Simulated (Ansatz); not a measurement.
Input of an Ansatz 0.2.0 run:

The input input.yaml:

```yaml
crystal:
  lattice:
    - [0.0, 2.256, 2.256]
    - [2.256, 0.0, 2.256]
    - [2.256, 2.256, 0.0]
  atoms:
    - { symbol: Hf, position: [0.0, 0.0, 0.0] }
    - { symbol: "N", position: [0.5, 0.5, 0.5] }
kpoints:
  mp_grid: { grid: [10, 10, 10] }
  band_path:
    path:
      - [0.0, 0.0, 0.0]
      - [0.5, 0.0, 0.5]
      - [0.5, 0.25, 0.75]
      - [0.375, 0.375, 0.75]
      - [0.0, 0.0, 0.0]
      - [0.5, 0.5, 0.5]
      - [0.625, 0.25, 0.625]
      - [0.5, 0.25, 0.75]
    npoints: 8
scf:
  occupations: { method: fermi_dirac, width: 0.05 }
hamiltonian:
  xc: pbe
  pseudopotentials: { kind: all_electron, lapw: { basis_error: 0.001 } }
output:
  forces: true
  stress: true
  eigenvalues: true
```

Potentials or basis: all-electron LAPW, scalar-relativistic.

Launch:

```sh
$ ansatz run input.yaml --threads 1 --pin off --max-ram 3072MiB --backend cpu --events-out ev --progress --plain --runs-dir out
```

**Question.** What does it give for the band gap along the path?

**Answer.** None (metal or under the smearing width).

**Question.** What does it give for the pressure?

**Answer.** 6.7 GPa.

Levels at the corners of the path, in eV from the Fermi level:
```
point  band 21  band 22  band 23  band 24  band 25  band 26  band 27  band 28  band 29  band 30
    Γ   -12.58    -2.99    -2.99    -2.99    -0.41    -0.41    -0.41     1.75     1.92     1.92
    X   -12.60    -5.49    -3.89    -3.70    -3.70     4.06     5.50     5.50     5.57     8.00
    W   -12.56    -6.20    -5.55    -5.55     1.09     1.09     5.52     5.52     6.15    10.45
    K   -12.57    -6.40    -5.61    -5.01    -0.89     3.84     4.43     6.00     6.63     8.95
    Γ   -12.58    -2.99    -2.99    -2.99    -0.41    -0.41    -0.41     1.75     1.92     1.92
    L   -12.43    -8.98    -6.29    -6.29     3.22     3.66     3.66     4.42     8.82     8.82
    U   -12.57    -6.40    -5.61    -5.01    -0.89     3.84     4.43     6.00     6.63     8.95
    W   -12.56    -6.20    -5.55    -5.55     1.09     1.09     5.52     5.52     6.15    10.45
```

Caveat: spin-orbit coupling is left out, which moves the levels of the heavy elements.
